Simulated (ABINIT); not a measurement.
Runs of ABINIT 10.8.3 (patched build) on MoS2. It takes space group P6_3/mmc (No. 194, hexagonal). The conventional cell has a = 3.169 Å, b = 3.169 Å, c = 12.324 Å, α = 90.00°, β = 90.00°, γ = 120.00°. Mo (site symmetry -6m2) is surrounded by 6 S at 2.41 Å. S (site symmetry 3m) has 3 Mo at 2.41 Å as nearest neighbours. 

| level | potentials or basis | k mesh | gap on the mesh (eV) | pressure (GPa) | largest force (eV/Å) |
| --- | --- | --- | --- | --- | --- |
| PBEsol | JTH PAW PBE v2.0 | 8 × 8 × 2 | 0.94 | -2.7 | 0.28 |
| PBEsol | JTH PAW PBE v2.0 | 6 × 6 × 2 | 0.85 | -2.7 | 0.28 |
| LDA | JTH PAW LDA v2.0 | 6 × 6 × 2 | 0.81 | -5.6 | 0.47 |
| LDA | JTH PAW LDA v2.0 | 8 × 8 × 2 | (a) | -5.6 | 0.47 |

Alike in all rows: task single point; no spin polarisation; cell as given; cutoff (eV) 544; smearing fermi-dirac 0.05 eV.

**Question.** Estimate the missing entries.

**Answer.** (a) 0.91.

Caveats: the PAW data sets were made with another functional, which shifts forces and pressure a little (some runs); this functional lacks dispersion, which binds the layers, so the pressure and a relaxed spacing across them are unreliable (some runs).

A k mesh can miss the band edges, and the runs leave out spin-orbit coupling on Mo.

Runs at the PBE level aren't shown here.
